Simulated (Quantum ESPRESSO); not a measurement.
## MnO2 with spin–orbit coupling along several axes

Aim: the energy of MnO2 with its moments along several crystal axes.

Program: Quantum ESPRESSO 7.5. Level of theory: PBE; plane waves with PseudoDojo 0.4.1 SR PBE standard potentials, then spin–orbit coupling on the fully relativistic files of the same set. Results are calculated unless marked as measured.

This is a report of a sequence of runs, with most program output left out.

## 1. The starting structure

It takes space group P-3m1 (No. 164, trigonal). The conventional cell has a = 2.857 Å, b = 2.857 Å, c = 4.601 Å, α = 90.00°, β = 90.00°, γ = 120.00°. Mn has 6 O at 1.90 Å nearest. Nearest to O lie 3 Mn at 1.90 Å. Farther neighbours and most contacts between anions are not listed.

The cell comes from Materials Project 2023-11-01, a database of computed structures, and need not be the stable phase.

## 2. Collinear run on scalar-relativistic files

pw.in

```
&CONTROL
  calculation = 'scf'
  prefix = 'pwscf'
  outdir = './tmp'
  pseudo_dir = './pseudo'
  disk_io = 'low'
/
&SYSTEM
  ibrav = 0
  celldm(1) = 8
  nat = 3
  ntyp = 2
  ecutwfc = 96
  nbnd = 23
  occupations = 'smearing'
  smearing = 'fd'
  degauss = 0.00367493
  nspin = 2
  starting_magnetization(1) = 0.3
  starting_magnetization(2) = 0
/
&ELECTRONS
  conv_thr = 6d-11
  electron_maxstep = 150
  mixing_beta = 0.3
/
ATOMIC_SPECIES
Mn     54.9380 Mn.upf
O      15.9990 O.upf
CELL_PARAMETERS alat
   0.6747688018172    0.0000000000000    0.0000000000000
  -0.3373844009086    0.5843669240732    0.0000000000000
   0.0000000000000    0.0000000000000    1.0869170960348
ATOMIC_POSITIONS crystal
Mn      0.0000000000    0.0000000000    0.5000000000
O       0.6666666700    0.3333333300    0.2937074300
O       0.3333333300    0.6666666700    0.7062925700
K_POINTS automatic
8 8 8 0 0 0
```

On the command line:

```console
> OMP_NUM_THREADS=1 mpirun -n 4 pw.x -nk 4 -in pw.in > pw.out
```

Elapsed: 40 s, on 4 MPI ranks of Arm Neoverse V2, shared host; peak memory 0.49 GiB.

Spin moment in the atom's sphere by atom:

```csv
atom,spin moment in the atom's sphere (μB)
Mn1,2.52
O2,0.04
O3,0.04
```

This step gave:

```yaml
smearing_term_ts: 1.92e-6 eV
magnetization: 3 μB
absolute_magnetization: 3.056 μB
final_state: ferromagnetic
```

## 3. One pass along [001] on 10×10×10

Each pass runs in a folder of its own that holds a copy of a collinear save from that input. The collinear spin density is turned to the axis, and its potential is diagonalised once with spin–orbit coupling on fully relativistic PseudoDojo files; the sums over occupied states, with the smearing term, are then compared.

pass.in

```
&CONTROL
  calculation = 'nscf'
  prefix = 'pwscf'
  outdir = './tmp'
  pseudo_dir = './pseudo_fr'
  disk_io = 'nowf'
/
&SYSTEM
  ibrav = 0
  celldm(1) = 8
  nat = 3
  ntyp = 2
  ecutwfc = 96
  nbnd = 42
  occupations = 'smearing'
  smearing = 'fd'
  degauss = 0.00367493
  noncolin = .true.
  lspinorb = .true.
  lforcet = .true.
  starting_magnetization(1) = 0.3
  angle1(1) = 0
  angle2(1) = 0
  starting_magnetization(2) = 0
  angle1(2) = 0
  angle2(2) = 0
/
&ELECTRONS
  conv_thr = 6d-11
  electron_maxstep = 150
  mixing_beta = 0.3
  startingpot = 'file'
  startingwfc = 'random'
  diago_thr_init = 1d-09
  diago_full_acc = .true.
/
ATOMIC_SPECIES
Mn     54.9380 Mn.upf
O      15.9990 O.upf
CELL_PARAMETERS alat
   0.6747688018172    0.0000000000000    0.0000000000000
  -0.3373844009086    0.5843669240732    0.0000000000000
   0.0000000000000    0.0000000000000    1.0869170960348
ATOMIC_POSITIONS crystal
Mn      0.0000000000    0.0000000000    0.5000000000
O       0.6666666700    0.3333333300    0.2937074300
O       0.3333333300    0.6666666700    0.7062925700
K_POINTS automatic
10 10 10 0 0 0
```

On the command line:

```console
> OMP_NUM_THREADS=1 mpirun -n 4 pw.x -nk 4 -in pass.in > pass.out
```

Wall time 1.7 min (4 MPI ranks); peak memory 0.39 GiB; 7 min of CPU time.

## 4. One pass along [100] on 10×10×10

pass.in: that of step 3 with these lines changed.

```diff
@@ -21,6 +21,6 @@
   starting_magnetization(1) = 0.3
-  angle1(1) = 0
+  angle1(1) = 90
   angle2(1) = 0
   starting_magnetization(2) = 0
-  angle1(2) = 0
+  angle1(2) = 90
   angle2(2) = 0
```

Wall time 4.3 min (4 MPI ranks); peak memory 0.4 GiB; 17 min of CPU time.

## 5. The smearing term

The sum of energies times occupations is what pw.x prints as eband (for fewer than 100 k points). With Fermi–Dirac smearing the quantity to compare holds −TS as well, computed here from the energies and weights in the run's XML file (meV a cell, from the first axis, mesh 10×10×10):

```csv
axis,plain sum,−TS,free energy
[001],0.0000,0.0000,0.0000
[100],0.2935,0.0000,0.2935
```

## 6. Side by side

A pass yields neither state nor moment: for the force theorem these columns are the collinear run's. Anisotropy, by row:

```csv
way,mesh,axis,state,energy less the first axis' (meV a primitive cell),largest spin moment (μB),CPU time (s)
force theorem,10x10x10,[001],ferromagnetic,0,2.523,417
force theorem,10x10x10,[100],ferromagnetic,0.2935,2.523,1022
```

## 7. Outcome

```json
{
  "state": "ferromagnetic",
  "largest spin moment": "2.52 μB",
  "easy axis of those tried": "[001]",
  "energy along [100] less [001] (force theorem)": "0.293 meV a primitive cell, 1.4 MJ/m³"
}
```

What this shows: On 10×10×10 the smearing term changes the differences by under a twentieth of the largest. The moments prefer [001] among the axes tried. One mesh cannot show that the size is converged. Shape anisotropy is not included. The moments were started parallel in the primitive cell; if the crystal orders otherwise, its anisotropy is another. No Hubbard term acts here. In such compounds local and semilocal functionals without one often delocalise the d electrons, and can shrink or lose moments and miss the size, sign and order of the couplings.

[Logs and program files are shortened in this print: banners, set-up blocks, solver, clock and traceback lines can be left out without a mark of their own.]

[Logs are printed without paths, hosts, clocks, repeated set-up lines and the standing remarks that a program may print on its own settings, such as how far it seeks lower states.]

[Hosts, paths, dates, database ids (printed as entryN), source tags and the programs' standing remarks are cut or masked in the printed files.]

[Where a cell is said to come from a database of computed structures, the database is the Materials Project.]
